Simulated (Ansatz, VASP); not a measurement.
## Two plane-wave programs on C

```xyz
4
Lattice="2.4665 0.0000 0.0000 -1.2333 2.1361 0.0000 0.0000 0.0000 8.5128" Properties=species:S:1:pos:R:3 pbc="T T T"
C     0.0000    0.0000    0.0213
C     0.0000    0.0000    4.2777
C     0.0000    1.4241    0.0213
C     1.2333    0.7120    4.2777
```

Alike in both runs: task single point; functional PBE; k mesh 24 × 24 × 6; occupations gaussian, width 0.15 eV; no spin polarisation.

|  | VASP | Ansatz |
| --- | --- | --- |
| version | VASP 6.6.1 | Ansatz 0.2.0 |
| potentials or method | VASP PAW PBE potentials, release 64 (C) | scalar-relativistic, plane waves, PAW |
| plane-wave cutoff (eV) | 520 | 420 |
| valence electrons in the cell | 16 | 16 |

VASP gave:

* gap on the k mesh at the Fermi level (eV): none
* pressure (GPa): 0.4
* largest component of the traceless stress (GPa): 0.37

Question: Estimate Ansatz's values.

Answer: gap on the k mesh at the Fermi level (eV): none; pressure (GPa): 0.0; largest component of the traceless stress (GPa): 0.04.

A gap of «none» marks a metal or a gap that the smearing closes.

Caveats: this functional lacks dispersion, which binds the layers, so the pressure and a relaxed spacing across them are unreliable.
